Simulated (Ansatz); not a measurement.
# Zn (Fm-3m), an elastic constant from a strain scan

These are results of Ansatz 0.2.0, DFT PBE, scalar-relativistic, plane waves, PAW, not measurements. Settings: plane waves to 420 eV, k-mesh 20×20×20 (Γ-centred), Gaussian smearing 0.15 eV. No spin polarisation. Energies are free energies at this smearing, counted from the undisturbed cell; pressure is positive in compression.

The starting cell (as given, not relaxed at this level; it stands at 0.0 GPa; this fcc form isn't the usual structure):

```xyz
1
Lattice="0.0000 1.9648 1.9648 1.9648 0.0000 1.9648 1.9648 1.9648 0.0000" Properties=species:S:1:pos:R:3 pbc="T T T"
Zn    0.0000    0.0000    0.0000
```

The cell is strained by ε times the Voigt pattern (1, 1, 0, 0, 0, 0) (xx, yy, zz, yz, xz, xy; engineering shear) with fractional coordinates fixed. The cell holds 1 atom in V0 = 15.17 Å³. The stress column is τ = (1/V0) dE/dε, got from the stress tensor σ (compression positive) at each point as −det(1 + εP) σ : P(1 + εP)⁻¹, with P the pattern as a tensor.

```
      ε  ΔE (meV/atom)  τ (GPa)
-0.0600              ?        ?
-0.0300         15.797  -11.516
 0.0000          0.000    0.058
 0.0150          3.533    4.741
 0.0450         26.978   11.298
```

Question: Which combination of elastic constants does this scan measure, and how large is it?

Answer: For small ε, τ = τ0 + Kε with K = pᵀCp, which for this pattern is 2(C11 + C12) in the cubic axes. The parabola through τ at ε = -0.0300, 0 and 0.0150 has slope K = 337 GPa at zero. The energies per cell, E = NΔE, of the same two points give K = 2[E(ε₊)/ε₊ − E(ε₋)/ε₋]/[(ε₊ − ε₋)V0] = 358 GPa; energies this small carry numerical noise (the number of plane waves changes with the cell), and higher-order terms add over long steps.

Question: Predict the withheld row at ε = -0.0600 from the harmonic law, and compare.

Answer: ΔE = V0(τ0 ε + Kε²/2)/N = 57.052 meV/atom and τ = -20.14 GPa. The calculation gives 68.714 meV/atom and -26.65 GPa: the energy lies 20 % above the harmonic value, as bonds stiffen under compression.

In a metal these slopes depend on the k mesh and the smearing.